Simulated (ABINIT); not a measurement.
# SnSe2 (P-3m1) in ABINIT: notebook

One crystal, SnSe2, is run at these levels: PBE, PBE+D3; tasks: relaxation of cell and atoms.

Everything below comes from runs of ABINIT 10.8.3 (patched build). Logs are shortened: lines on timing, memory, paths and dates and some standing lists are left out, and cuts for length are marked. The log counts tension as positive stress, the text compression.

### Step 1. The structure

The structure is trigonal, space group P-3m1 (No. 164). Conventional cell: a = 3.811 Å, b = 3.811 Å, c = 6.136 Å, α = 90.00°, β = 90.00°, γ = 120.00°. Sn (site symmetry -3m) is surrounded by 6 Se at 2.68 Å. Se (site symmetry 3m) is surrounded by 3 Sn at 2.68 Å.

### Step 2. Relaxation of cell and atoms, PBE

File run.py:

```python
import json, os
import numpy as np
from ase.constraints import FixSymmetry
from ase.optimize import BFGS
from ase.filters import FrechetCellFilter
from ase.units import GPa
from ase.calculators.abinit import Abinit, AbinitProfile
from ase import Atoms

atoms = Atoms(['Sn', 'Se', 'Se'],
              cell=[[3.811, 0.0, 0.0], [-1.9055, 3.3004228138, 0.0], [0.0, 0.0, 6.136]],
              scaled_positions=[[0.0, 0.0, 0.0], [0.6666666667, 0.3333333333, 0.751], [0.3333333333, 0.6666666667, 0.249]],
              pbc=True)

profile = AbinitProfile(command='abinit', pp_paths=[os.path.abspath('pseudos')])
params = dict(
    pps='pawxml', xc='PBE',
    chksymtnons=0,
    tolsym=1e-05,
    ecut=598.6505,
    pawecutdg=1197.301,
    pawxcdev=0,
    pawovlp=-1,
    kptopt=1,
    ngkpt=[5, 5, 3],
    nshiftk=1,
    shiftk=[0.0, 0.0, 0.0],
    ixc=11,
    nband=17,
    occopt=3,
    tsmear=0.05,
    nstep=100,
    tolvrs=1e-09,
    prtwf=0,
    prtden=0,
    ecutsm=0.5,
)

atoms.calc = Abinit(profile=profile, directory='run', **params)
atoms.set_constraint(FixSymmetry(atoms, symprec=1e-4))
opt = BFGS(FrechetCellFilter(atoms), trajectory='opt.traj')
converged = opt.run(fmax=0.05, steps=30)
print('converged', converged)
print('cell (A)', np.round(atoms.cell[:], 5).tolist())
energy = atoms.get_potential_energy()
forces = atoms.get_forces()
stress = atoms.get_stress()
print(f'energy {energy:.6f} eV')
print('forces (eV/A)')
print(np.round(forces, 5))
print('stress (GPa, Voigt, tension positive)', np.round(stress / GPa, 4))
json.dump(dict(energy=energy, forces=forces.tolist(), stress=stress.tolist(), cell=atoms.cell.tolist(), frac=atoms.get_scaled_positions(wrap=False).tolist()), open('results.json', 'w'))
```

Potentials or basis: JTH PAW PBE v2.0.

Launch:

```console
$ python run.py
```

Log:

```text
Step          Energy          fmax
BFGS:    0    -2419.165699        1.035204
BFGS:    1    -2419.210291        0.778457
BFGS:    2    -2419.264809        0.133768
BFGS:    3    -2419.266316        0.139958
BFGS:    4    -2419.267961        0.169496
BFGS:    5    -2419.270952        0.166929
BFGS:    6    -2419.274060        0.109920
BFGS:    7    -2419.276117        0.111622
BFGS:    8    -2419.276779        0.142530
BFGS:    9    -2419.277641        0.186197
BFGS:   10    -2419.279611        0.214452
BFGS:   11    -2419.284342        0.216650
BFGS:   12    -2419.288818        0.145755
BFGS:   13    -2419.291784        0.059828
BFGS:   14    -2419.293049        0.008471
converged True
cell (A) [[3.87926, -0.0, 0.0], [-1.93963, 3.35953, 0.0], [-0.0, -0.0, 6.92955]]
energy -2419.293049 eV
forces (eV/A)
[[ 0.      0.      0.    ]
 [-0.     -0.      0.0075]
 [ 0.      0.     -0.0075]]
stress (GPa, Voigt, tension positive) [-0.0185 -0.0185 -0.0071 -0.     -0.     -0.    ]
```

abinit.in:

```text
chksymtnons 0
ecut 598.6505 eV
ecutsm 0.5
ixc 11
kptopt 1
natom 3
nband 17
ngkpt
5 5 3
nshiftk 1
nsppol 1
nstep 100
occopt 3
pawecutdg 1197.301 eV
pawovlp -1
pawxcdev 0
prtden 0
prtwf 0
shiftk
0.0 0.0 0.0
tolsym 1e-05
tolvrs 1e-09
tsmear 0.05 eV
#Definition of the unit cell
acell
1.00000000000000 1.00000000000000 1.00000000000000 Angstrom
rprim
3.87925605009062 -0.00000000000000 0.00000000000000
-1.93962802504531 3.35953428716296 0.00000000000000
-0.00000000000000 -0.00000000000000 6.92954522663752
chkprim 0 # Allow non-primitive cells
#Definition of the atom types
ntypat 2
znucl 34 50
#Enumerate different atomic species
typat
 2 1 1
pseudos "./pseudos/Se.GGA_PBE-JTH.xml,
./pseudos/Sn.GGA_PBE-JTH.xml"
#Definition of the atoms
xcart
0.00000000000000 0.00000000000000 0.00000000000000
3.66536575333361 2.11619990436559 10.08904399878769
-0.00000000000000 4.23239980873119 3.00589865615782
chkexit 1 # abinit.exit file in the running directory terminates after the current SCF
```

abinit.abo:

```text
.Version 10.8.3 of ABINIT
 Symmetries : space group P-3 m 1 (#164); Bravais hP (primitive hexag.)
================================================================================
 Values of the parameters that define the memory need of the present run
     intxc =       0    ionmov =       0      iscf =      17    lmnmax =      18
     lnmax =       6     mgfft =      60  mpssoang =       3    mqgrid =    3911
     natom =       3  nloc_mem =       2    nspden =       1   nspinor =       1
    nsppol =       1      nsym =      12    n1xccc =       1    ntypat =       2
    occopt =       3   xclevel =       2
       mpw =        3040          nfft =       61440          nkpt =          12
 PAW method is used; the additional fine FFT grid is defined by:
   mgfftf=        80    nfftf =    162000
================================================================================
================================================================================

--------------------------------------------------------------------------------
------------- Echo of variables that govern the present computation ------------
--------------------------------------------------------------------------------
 -outvars: echo values of preprocessed input variables --------
            acell      1.8897261259E+00  1.8897261259E+00  1.8897261259E+00 Bohr
              amu      7.89600000E+01  1.18710000E+02
          chkexit           1
          chkprim           0
      chksymtnons           0
             ecut      2.20000001E+01 Hartree
           ecutsm      5.00000000E-01 Hartree
              ixc          11
         kptrlatt        5    0    0      0    5    0      0    0    3
          kptrlen      3.66536575E+01
            natom           3
            nband          17
            ngfft          32      32      60
          ngfftdg          45      45      80
             nkpt          12
            nstep         100
             nsym          12
           ntypat           2
           occopt           3
        pawecutdg      4.40000002E+01 Hartree
[... 190 lines left out ...]
iteration_state     : {dtset: 1, }
comment             : Components of total free energy in Hartree
kinetic             :  1.85292041402487E+01
hartree             :  4.20572230495310E+01
xc                  : -1.94444946699867E+01
Ewald energy        : -4.89655132053578E+01
psp_core            :  3.75900210056990E+00
local_psp           : -1.07295371288747E+02
PAW spherical_terms :  2.24525715476081E+01
internal            : -8.89073783261343E+01
'-kT*entropy'       : -1.37152293056297E-06
total_energy        : -8.89073796976573E+01
total_energy_eV     : -2.41929304907104E+03
...

--- !EnergyTermsDC
iteration_state     : {dtset: 1, }
comment             : '"Double-counting" decomposition of free energy'
band_energy         : -1.00464010291382E+01
Ewald energy        : -4.89655132053578E+01
psp_core            :  3.75900210056990E+00
xc_dc               : -4.98453577266530E+01
PAW spherical_terms :  1.61908890490069E+01
internal            : -8.89073808115722E+01
'-kT*entropy'       : -1.37152293056297E-06
total_energy_dc     : -8.89073821830951E+01
total_energy_dc_eV  : -2.41929311670325E+03
...

--- !EnergyTermsWithPAWCore
iteration_state     : {dtset: 1, }
comment             : 'Components of total free energy, including PAW core contributions'
Total energy        : -1.10375594704671E+04
Total energy DC     : -1.10375594729525E+04
Total energy (eV)   : -3.00347293963865E+05
Total energy DC (eV): -3.00347294031498E+05
...

 Cartesian components of stress tensor (hartree/bohr^3)
  sigma(1 1)= -6.30078088E-07  sigma(3 2)=  0.00000000E+00
  sigma(2 2)= -6.30078088E-07  sigma(3 1)=  0.00000000E+00
  sigma(3 3)= -2.42519049E-07  sigma(2 1)=  0.00000000E+00

-Cartesian components of stress tensor (GPa)         [Pressure=  1.4737E-02 GPa]
- sigma(1 1)= -1.85375373E-02  sigma(3 2)=  0.00000000E+00
- sigma(2 2)= -1.85375373E-02  sigma(3 1)=  0.00000000E+00
- sigma(3 3)= -7.13515677E-03  sigma(2 1)=  0.00000000E+00

== END DATASET(S) ==============================================================
================================================================================

 -outvars: echo values of variables after computation  --------
            acell      1.8897261259E+00  1.8897261259E+00  1.8897261259E+00 Bohr
           etotal     -8.8907382183E+01
            fcart      1.2243640445E-29  7.0688691069E-30 -0.0000000000E+00
                       8.5705483117E-29  9.1895298390E-29  1.4587022760E-04
                      -9.7949123562E-29 -9.8964167497E-29 -1.4587022760E-04
            rprim      3.8792560501E+00 -0.0000000000E+00  0.0000000000E+00
                      -1.9396280250E+00  3.3595342872E+00  0.0000000000E+00
                      -0.0000000000E+00 -0.0000000000E+00  6.9295452266E+00
           strten     -6.3007808759E-07 -6.3007808761E-07 -2.4251904913E-07
                       0.0000000000E+00  0.0000000000E+00  0.0000000000E+00
           xangst      0.0000000000E+00  0.0000000000E+00  0.0000000000E+00
                       1.9396280250E+00  1.1198447624E+00  5.3388921605E+00
                      -4.6345047192E-16  2.2396895248E+00  1.5906530662E+00
             xred      0.0000000000E+00  0.0000000000E+00  0.0000000000E+00
                       6.6666666667E-01  3.3333333333E-01  7.7045346929E-01
                       3.3333333333E-01  6.6666666667E-01  2.2954653071E-01
 Calculation completed.
```

Run time: 3.6 min. Hardware: 1 thread of Intel Xeon 6975P-C (Granite Rapids), shared host; peak memory 0.14 GiB.

Results:

| Quantity | Value |
| --- | --- |
| Free energy | -2419.2931 eV |
| Relaxed volume | 30.10 Å³/atom |
| Relaxed cell | a = 3.879 Å, b = 3.879 Å, c = 6.930 Å, α = 90.00°, β = 90.00°, γ = 120.00° |
| Space group after relaxing (to 0.05 Å) | P-3m1 (No. 164) |
| Energy gained by relaxing | 42.4 meV/atom |
| Ionic steps | 15 |
| Pressure after relaxing | 0.0 GPa |
| Largest force after relaxing | 0.008 eV/Å |
| Band gap on the k mesh | 0.88 eV, indirect (least direct gap 1.17 eV) |
| Valence electrons inside the program's atomic spheres | Sn 11.82; Se 3.91 |

Forces on the atoms (eV/Å):
```
Sn   0.000  0.000  0.000
Se   0.000  0.000  0.008
Se   0.000  0.000 -0.008
```

The path:
```
step  energy change (eV)  largest force (eV/Å)  pressure (GPa)  volume (Å³)
   1              0.0000                0.7453            5.65        77.18
   2             -0.0446                0.4983            4.20        78.19
   3             -0.0991                0.0876            0.79        81.05
   4             -0.1006                0.1371            0.44        81.47
   5             -0.1023                0.1657            0.12        82.03
   6             -0.1053                0.1625           -0.23        82.93
   7             -0.1084                0.1066           -0.31        83.79
   8             -0.1104                0.0292           -0.23        84.43
   9             -0.1111                0.0152           -0.08        84.52
  10             -0.1119                0.0710            0.17        84.55
  11             -0.1139                0.1061            0.42        84.63
  12             -0.1186                0.1362            0.68        85.47
  13             -0.1231                0.1037            0.69        86.97
  14             -0.1261                0.0361            0.32        88.51
  15             -0.1273                0.0075            0.01        90.31
```

Final structure:
```cif
data_structure
_symmetry_space_group_name_H-M 'P 1'
_symmetry_Int_Tables_number 1
_cell_length_a 3.8793
_cell_length_b 3.8793
_cell_length_c 6.9295
_cell_angle_alpha 90.000
_cell_angle_beta 90.000
_cell_angle_gamma 120.000
_cell_volume 90.31
loop_
_atom_site_label
_atom_site_type_symbol
_atom_site_fract_x
_atom_site_fract_y
_atom_site_fract_z
_atom_site_occupancy
Sn1 Sn 0.00000 0.00000 0.00000 1
Se1 Se 0.66667 0.33333 0.77045 1
Se2 Se 0.33333 0.66667 0.22955 1
```

Levels at points of the mesh, in eV from the valence-band top:
```csv
k point,band 11,band 12,band 13,band 14,band 15,band 16
"(0.00, 0.00, 0.00)",-0.45,-0.11,-0.11,1.08,3.08,4.60
```

Caveat: the volume moved by over 15 % at a fixed basis, so the end points are rough; the log and the count of SCF iterations are those of the last ABINIT call alone; spin-orbit coupling is left out, which moves the levels of the heavy elements; an odd mesh through Γ misses points on the zone boundary, where band edges often lie; this functional lacks dispersion, which binds the layers, so the pressure and a relaxed spacing across them are unreliable, and here the layers came unbound. PBE usually gives volumes a little too large and moduli too small.

### Step 3. Relaxation of cell and atoms, PBE+D3

run.py, as its differences from that of step 2:

```diff
@@ -6,2 +6,4 @@
 from ase.units import GPa
+from ase.calculators.mixing import SumCalculator
+from dftd3.ase import DFTD3
 from ase.calculators.abinit import Abinit, AbinitProfile
@@ -38,3 +40,3 @@
 
-atoms.calc = Abinit(profile=profile, directory='run', **params)
+atoms.calc = SumCalculator([Abinit(profile=profile, directory='run', **params), DFTD3(method='pbe', damping='d3zero')])
 atoms.set_constraint(FixSymmetry(atoms, symprec=1e-4))
```

Potentials or basis: JTH PAW PBE v2.0.

Launch:

```console
$ python run.py
```

Log:

```text
Step          Energy          fmax
BFGS:    0    -2419.854911        0.822463
BFGS:    1    -2419.888086        0.596981
BFGS:    2    -2419.925549        0.068638
BFGS:    3    -2419.925937        0.037531
converged True
cell (A) [[3.85664, -0.0, -0.0], [-1.92832, 3.33995, -0.0], [-0.0, 0.0, 6.22765]]
energy -2419.925937 eV
forces (eV/A)
[[ 0.       0.       0.     ]
 [ 0.      -0.       0.02766]
 [-0.      -0.      -0.02766]]
stress (GPa, Voigt, tension positive) [-0.2249 -0.2249 -0.0095  0.      0.      0.    ]
```

abinit.in:

```text
chksymtnons 0
ecut 598.6505 eV
ecutsm 0.5
ixc 11
kptopt 1
natom 3
nband 17
ngkpt
5 5 3
nshiftk 1
nsppol 1
nstep 100
occopt 3
pawecutdg 1197.301 eV
pawovlp -1
pawxcdev 0
prtden 0
prtwf 0
shiftk
0.0 0.0 0.0
tolsym 1e-05
tolvrs 1e-09
tsmear 0.05 eV
#Definition of the unit cell
acell
1.00000000000000 1.00000000000000 1.00000000000000 Angstrom
rprim
3.85663908003152 -0.00000000000000 -0.00000000000000
-1.92831954001576 3.33994741653515 -0.00000000000000
-0.00000000000000 0.00000000000000 6.22765000307616
chkprim 0 # Allow non-primitive cells
#Definition of the atom types
ntypat 2
znucl 34 50
#Enumerate different atomic species
typat
 2 1 1
pseudos "./pseudos/Se.GGA_PBE-JTH.xml,
./pseudos/Sn.GGA_PBE-JTH.xml"
#Definition of the atoms
xcart
0.00000000000000 0.00000000000000 0.00000000000000
3.64399581372963 2.10386196398267 8.76085301819035
-0.00000000000000 4.20772392796535 3.00769989519109
chkexit 1 # abinit.exit file in the running directory terminates after the current SCF
```

abinit.abo:

```text
.Version 10.8.3 of ABINIT
 Symmetries : space group P-3 m 1 (#164); Bravais hP (primitive hexag.)
================================================================================
 Values of the parameters that define the memory need of the present run
     intxc =       0    ionmov =       0      iscf =      17    lmnmax =      18
     lnmax =       6     mgfft =      50  mpssoang =       3    mqgrid =    3515
     natom =       3  nloc_mem =       2    nspden =       1   nspinor =       1
    nsppol =       1      nsym =      12    n1xccc =       1    ntypat =       2
    occopt =       3   xclevel =       2
       mpw =        2677          nfft =       51200          nkpt =          12
 PAW method is used; the additional fine FFT grid is defined by:
   mgfftf=        72    nfftf =    145800
[... 270 lines left out ...]
           etotal     -8.8906122804E+01
            fcart     -0.0000000000E+00  2.2753036667E-28 -0.0000000000E+00
                      -1.4778530825E-28 -5.4038462085E-28  6.7713305531E-04
                       1.4778530825E-28  3.1285425418E-28 -6.7713305531E-04
            rprim      3.8566390800E+00 -0.0000000000E+00 -0.0000000000E+00
                      -1.9283195400E+00  3.3399474165E+00 -0.0000000000E+00
                      -0.0000000000E+00  0.0000000000E+00  6.2276500031E+00
           strten     -4.6571268275E-05 -4.6571268275E-05 -4.3359813848E-05
                       0.0000000000E+00  0.0000000000E+00  0.0000000000E+00
           xangst      0.0000000000E+00  0.0000000000E+00  0.0000000000E+00
                       1.9283195400E+00  1.1133158055E+00  4.6360437623E+00
                       3.5681079203E-16  2.2266316110E+00  1.5916062408E+00
             xred      0.0000000000E+00  0.0000000000E+00  0.0000000000E+00
                       6.6666666667E-01  3.3333333333E-01  7.4442907999E-01
                       3.3333333333E-01  6.6666666667E-01  2.5557092001E-01
 Calculation completed.
```

Run time: 55 s. Hardware: 1 thread of Intel Xeon 6975P-C (Granite Rapids), shared host; peak memory 0.13 GiB.

Results:

| Property | Result |
| --- | --- |
| Free energy | -2419.9260 eV |
| Relaxed volume | 26.74 Å³/atom |
| Relaxed cell | a = 3.857 Å, b = 3.857 Å, c = 6.228 Å, α = 90.00°, β = 90.00°, γ = 120.00° |
| Space group after relaxing (to 0.05 Å) | P-3m1 (No. 164) |
| Energy gained by relaxing | 23.7 meV/atom |
| Ionic steps | 4 |
| Pressure after relaxing | 0.2 GPa |
| Largest force after relaxing | 0.028 eV/Å |
| Band gap on the k mesh | 0.68 eV, indirect (least direct gap 0.98 eV) |
| Valence electrons inside the program's atomic spheres | Sn 11.84; Se 3.92 |
| Dispersion energy per atom | -0.222 eV |

Forces on the atoms (eV/Å):
```
Sn   0.000  0.000  0.000
Se   0.000  0.000  0.028
Se   0.000  0.000 -0.028
```

Stress tensor (GPa, compression positive):
```
0.22 0.00 0.00
0.00 0.22 0.00
0.00 0.00 0.01
```

The path:
| step | energy change (eV) | largest force (eV/Å) | pressure (GPa) | volume (Å³) |
| --- | --- | --- | --- | --- |
| 1 | 0.0000 | 0.7680 | 4.39 | 77.18 |
| 2 | -0.0332 | 0.5415 | 3.17 | 77.96 |
| 3 | -0.0706 | 0.0074 | 0.36 | 80.03 |
| 4 | -0.0710 | 0.0277 | 0.15 | 80.22 |

Final structure:
```cif
data_structure
_symmetry_space_group_name_H-M 'P 1'
_symmetry_Int_Tables_number 1
_cell_length_a 3.8566
_cell_length_b 3.8566
_cell_length_c 6.2276
_cell_angle_alpha 90.000
_cell_angle_beta 90.000
_cell_angle_gamma 120.000
_cell_volume 80.22
loop_
_atom_site_label
_atom_site_type_symbol
_atom_site_fract_x
_atom_site_fract_y
_atom_site_fract_z
_atom_site_occupancy
Sn1 Sn 0.00000 0.00000 0.00000 1
Se1 Se 0.66667 0.33333 0.74443 1
Se2 Se 0.33333 0.66667 0.25557 1
```

Levels at points of the mesh, in eV from the valence-band top:
```csv
k point,band 11,band 12,band 13,band 14,band 15,band 16
"(0.00, 0.00, 0.00)",-0.25,-0.25,-0.05,0.93,3.10,4.65
```

Caveat: the log and the count of SCF iterations are those of the last ABINIT call alone; spin-orbit coupling is left out, which moves the levels of the heavy elements; an odd mesh through Γ misses points on the zone boundary, where band edges often lie.
